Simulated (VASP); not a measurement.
# Tc (Fm-3m) in VASP: a series of runs

Runs on Tc. Level: PBE. Tasks: single point.

All numbers are computed with VASP 6.6.1; they aren't measurements. Logs are shortened: lines on timing, memory, paths and dates and some standing lists are left out, and cuts for length are marked.

### 1 The crystal as given

Symmetry: Fm-3m, No. 225, cubic system. Conventional cell: a = 3.872 Å, b = 3.872 Å, c = 3.872 Å, α = 90.00°, β = 90.00°, γ = 90.00°. Tc (site symmetry m-3m) has 12 Tc at 2.74 Å as nearest neighbours.

The cell was built by a generator and needn't be a form met in nature.

### 2 Single point, PBE

Input file INCAR:

```
PREC     = Accurate       # precision mode
ENCUT    = 520            # plane-wave cutoff, eV
EDIFF    = 1E-6           # SCF threshold, eV
ISMEAR   = 0              # smearing method
SIGMA    = 0.05           # smearing width, eV
LREAL    = False          # projectors in reciprocal space
LASPH    = True           # aspherical terms in the spheres
NELM     = 80             # most SCF steps
ALGO     = Fast           # electronic algorithm
ISIF     = 2              # what is computed and relaxed
LWAVE    = False          # write WAVECAR
LCHARG   = False          # write CHGCAR
GGA      = PE             # functional
NBANDS   = 12             # bands
```

Input file KPOINTS:

```
Automatic mesh
0
Gamma
  18 18 18
```

Input file POSCAR:

```
Tc
1.0
    0.0000000000      1.9358960586      1.9358960586
    1.9358960586      0.0000000000      1.9358960586
    1.9358960586      1.9358960586      0.0000000000
Tc
1
Direct
    0.0000000000      0.0000000000      0.0000000000
```

Potentials or basis: VASP PAW PBE potentials, release 64 (Tc_pv).

Launch:

```console
cat potpaw_PBE.64/Tc_pv/POTCAR > POTCAR
mpirun -np 1 vasp_std > vasp.out
```

OUTCAR:

```text
PREC = Accurate
   ENCUT = 520
   EDIFF = 1E-6
   ISMEAR = 0
   LREAL = False
   LASPH = True
   NELM = 80
   ISIF = 2
   GGA = PE

 ion  position               nearest neighbor table
   1  0.000  0.000  0.000-

  LATTYP: Found a face centered cubic cell.
 ALAT       =     3.8717921172

  Lattice vectors:

 A1 = (   0.0000000000,   1.9358960586,   1.9358960586)
 A2 = (   1.9358960586,   0.0000000000,   1.9358960586)
 A3 = (   1.9358960586,   1.9358960586,   0.0000000000)

Analysis of symmetry for initial positions (statically):
=====================================================================
 Subroutine PRICEL returns:
 Original cell was already a primitive cell.

 Routine SETGRP: Setting up the symmetry group for a
 face centered cubic supercell.

 Subroutine GETGRP returns: Found 48 space group operations
 (whereof 48 operations were pure point group operations)
 out of a pool of 48 trial point group operations.

The static configuration has the point symmetry O_h .

Analysis of symmetry for dynamics (positions and initial velocities):
=====================================================================
 Subroutine PRICEL returns:
 Original cell was already a primitive cell.

 Routine SETGRP: Setting up the symmetry group for a
 face centered cubic supercell.

 Subroutine GETGRP returns: Found 48 space group operations
 (whereof 48 operations were pure point group operations)
 out of a pool of 48 trial point group operations.

The dynamic configuration has the point symmetry O_h .

 Subroutine INISYM returns: Found 48 space group operations
 (whereof 48 operations are pure point group operations),
 and found     1 'primitive' translations

----------------------------------------------------------------------------------------

                                     Primitive cell

  volume of cell :      14.5103

  direct lattice vectors                    reciprocal lattice vectors
     0.000000000  1.935896059  1.935896059    -0.258278329  0.258278329  0.258278329
     1.935896059  0.000000000  1.935896059     0.258278329 -0.258278329  0.258278329
     1.935896059  1.935896059  0.000000000     0.258278329  0.258278329 -0.258278329

  length of vectors
     2.737770461  2.737770461  2.737770461     0.447351189  0.447351189  0.447351189

  position of ions in fractional coordinates (direct lattice)
     0.000000000  0.000000000  0.000000000

  ion indices of the primitive-cell ions
   primitive index   ion index
                 1           1

----------------------------------------------------------------------------------------
[... 83 lines left out ...]
   EMIN   =  10.00;   EMAX   =-10.00  energy-range for DOS
   EFERMI =   0.00;   METHOD = LEGACY
   ISMEAR =     0;   SIGMA  =   0.05  broadening in eV -4-tet -1-fermi 0-gaus
   EFERMI_NEDOS =   21; number of points for ismear=-14 and -15
   IALGO  =     68    algorithm
   IMIX   =      4    mixing-type and parameters
     AMIX     =   0.40;   BMIX     =  1.00
     AMIX_MAG =   1.60;   BMIX_MAG =  1.00
  volume/ion in A,a.u.               =      14.51        97.92
  Fermi-wavevector in a.u.,A,eV,Ry     =   1.578207  2.982378 33.888531  2.490737
  Thomas-Fermi vector in A             =   2.678773
   LORBIT       =      0    0 simple, 1 ext, 2 COOP (PROOUT), +10 PAW based schemes
   GGA     = PE    functional components
   LHFCALC =     F    Hartree Fock is set to
   AEXX    =    0.0000 exact exchange contribution
   IVDW    =     0    specifies the selected vdW correction
   LEPSILON=     F    determine dielectric tensor
   LRPA    =     F    only Hartree local field effects (RPA)
 non-spin polarized calculation
 RMM-DIIS sequential band-by-band and
 Gauss-broadening in eV      SIGMA  =   0.05
  energy-cutoff  :      520.00
  volume of cell :       14.51
 maximum number of plane-waves:       397
   NGX = 11   NGY = 11   NGZ = 11

 number of electron      12.9999998 magnetization

 Free energy of the ion-electron system (eV)
  ---------------------------------------------------
  ext. energy  EPLUGINS =         0.00000000
  ---------------------------------------------------
  free energy    TOTEN  =       -10.28142982 eV

  energy without entropy =      -10.28022485  energy(sigma->0) =      -10.28082734

 E-fermi :  12.5884     XC(G=0): -13.7198

 val. band max:       12.5723252197   @ k =   0.1667   0.1111   0.0000
 cond. band min:      12.6099261733   @ k =   0.3889   0.2222   0.0000
 fundamental gap:      0.0376009536
 Fermi energy:        12.5884361209

 k-point     1 :       0.0000    0.0000    0.0000
  band No.  band energies     occupation
      1     -25.7748      2.00000
      2     -25.7748      2.00000
      3     -25.7748      2.00000
      4       5.1561      2.00000
      5      10.8277      2.00000
      6      10.8277      2.00000
      7      10.8277      2.00000
      8      13.4097      0.00000
      9      13.4097      0.00000
     10      26.6295      0.00000
     11      32.1733      0.00000
     12      32.1733      0.00000
[... 331 lines left out ...]
 k-point    24 :      -0.2222    0.0556    0.0000
  band No.  band energies     occupation
      1     -26.3718      2.00000
      2     -25.8924      2.00000
      3     -25.8385      2.00000
      4       7.0674      2.00000
      5      10.2251      2.00000
      6      11.2398      2.00000
      7      11.3290      2.00000
      8      13.0957      0.00000
      9      13.9576      0.00000
     10      27.3520      0.00000
     11      29.6117      0.00000
     12      34.7688      0.00000

 [... further k-points ...]

------------------------ aborting loop because EDIFF is reached ----------------------------------------

  FORCE on cell =-STRESS in cart. coord.  units (eV):
  Direction    XX          YY          ZZ          XY          YZ          ZX
  --------------------------------------------------------------------------------------
  -------------------------------------------------------------------------------------
  Total       -0.0602041     -0.0602041     -0.0602041      0.0000000     -0.0000000      0.0000000
  in kB       -6.6475317     -6.6475317     -6.6475317      0.0000000     -0.0000000      0.0000000
  external PRESSURE =      -6.6475317 kB  Pullay stress =       0.0000000 kB

 VOLUME and BASIS-vectors are now :
 -----------------------------------------------------------------------------
  energy-cutoff  :      520.00
  volume of cell :       14.51
      direct lattice vectors                 reciprocal lattice vectors
     0.000000000  1.935896059  1.935896059    -0.258278329  0.258278329  0.258278329
     1.935896059  0.000000000  1.935896059     0.258278329 -0.258278329  0.258278329
     1.935896059  1.935896059  0.000000000     0.258278329  0.258278329 -0.258278329

 POSITION                                       TOTAL-FORCE (eV/Angst)
 -----------------------------------------------------------------------------------
      0.00000      0.00000      0.00000        -0.000000     -0.000000     -0.000000
 -----------------------------------------------------------------------------------
    total drift:                                0.000000      0.000000      0.000000

  FREE ENERGIE OF THE ION-ELECTRON SYSTEM (eV)
  ---------------------------------------------------
  free  energy   TOTEN  =       -10.2814298167 eV

  energy  without entropy=      -10.2802248540  energy(sigma->0) =      -10.28082734
```

stdout:

```text
POSCAR found type information on POSCAR Tc
 POSCAR found :  1 types and       1 ions
 scaLAPACK will be used
 LDA part: xc-table for (Slater+PW92), standard interpolation
 POSCAR, INCAR and KPOINTS ok, starting setup
 FFT: planning ... GRIDC
 FFT: planning ... GRID_SOFT
 FFT: planning ... GRID
 WAVECAR not read
 entering main loop
```

Run time: 12 s. Hardware: 1 thread of Intel Xeon 6975P-C (Granite Rapids), shared host; peak memory 0.15 GiB.

Results:

- Free energy: -10.2814 eV
- Pressure: -0.7 GPa
- Band gap on the k mesh: none (metal or under the smearing width)

### 3 Single point, PBE

This run uses another cell than the first one, of 14.29 Å³/atom, 0.985 times its volume.

Input file INCAR:

```
SYSTEM = Tc
ALGO = Fast
EDIFF = 1E-6
ENCUT = 520
GGA = PE
ISIF = 2
ISMEAR = 0
LASPH = .TRUE.
LCHARG = .FALSE.
LREAL = .FALSE.
LWAVE = .FALSE.
NBANDS = 12
NELM = 80
PREC = Accurate
SIGMA = 0.05
```

Input file KPOINTS:

```
k-points
0
G
  18 18 18
  0 0 0
```

Input file POSCAR:

```
Tc
1.0
    0.0000000000      1.9259370262      1.9259370262
    1.9259370262      0.0000000000      1.9259370262
    1.9259370262      1.9259370262      0.0000000000
Tc
1
Direct
    0.0000000000      0.0000000000      0.0000000000
```

Potentials or basis: VASP PAW PBE potentials, release 64 (Tc_pv).

Launch:

```console
cat potpaw_PBE.64/Tc_pv/POTCAR > POTCAR
mpirun -np 1 vasp_std > vasp.out
```

Run time: 12 s. Hardware: 1 thread of Intel Xeon 6975P-C (Granite Rapids), shared host; peak memory 0.15 GiB.

The run converged. Its results:

* Free energy: -10.2788 eV
* Pressure: 4.1 GPa
* Band gap on the k mesh: none (metal or under the smearing width)

Levels at points of the mesh, in eV from the Fermi level:
```csv
k point,band 3,band 4,band 5,band 6,band 7,band 8,band 9,band 10,band 11,band 12
"(0.00, 0.00, 0.00)",-38.34,-7.50,-1.80,-1.80,-1.80,0.84,0.84,14.03,19.66,19.66
"(0.50, 0.00, 0.00)",-38.51,-5.57,-1.97,-1.97,1.29,2.89,2.89,10.89,13.68,20.34
"(0.50, 0.50, 0.00)",-38.80,-5.96,-5.37,2.84,3.47,3.47,3.93,13.14,13.14,14.39
```

### 4 Single point, PBE

Input file INCAR:

```
ALGO = Fast
EDIFF = 1E-6
ENCUT = 520
GGA = PE
ISIF = 2
ISMEAR = 0
LASPH = T
LCHARG = T
LELF = T
LREAL = F
LVHAR = T
LWAVE = F
NBANDS = 12
NELM = 100
PREC = Accurate
SIGMA = 0.05
```

Input file KPOINTS:

```
k-points
0
Gamma
  18 18 18
```

Input file POSCAR:

```
Tc
1.0
    0.0000000000      1.9358960586      1.9358960586
    1.9358960586      0.0000000000      1.9358960586
    1.9358960586      1.9358960586      0.0000000000
Tc
1
Direct
    0.0000000000      0.0000000000      0.0000000000
```

Launch:

```console
cat potpaw_PBE.64/Tc_pv/POTCAR > POTCAR
mpirun -np 1 vasp_std > vasp.out
```

Wall time 12 s (1 thread of Intel Xeon 6975P-C (Granite Rapids), shared host); peak memory 0.15 GiB.

The run converged. Its results:

```
Free energy            : -10.2814 eV
Pressure               : -0.7 GPa
Band gap on the k mesh : none (metal or under the smearing width)
```

Levels at points of the mesh, in eV from the Fermi level:
| k point | band 4 | band 5 | band 6 | band 7 | band 8 | band 9 | band 10 | band 11 |
| --- | --- | --- | --- | --- | --- | --- | --- | --- |
| (0.00, 0.00, 0.00) | -7.43 | -1.76 | -1.76 | -1.76 | 0.82 | 0.82 | 14.04 | 19.58 |
| (0.50, 0.00, 0.00) | -5.47 | -1.92 | -1.92 | 1.25 | 2.82 | 2.82 | 10.67 | 13.68 |
| (0.50, 0.50, 0.00) | -5.84 | -5.25 | 2.77 | 3.39 | 3.39 | 3.85 | 13.02 | 13.02 |
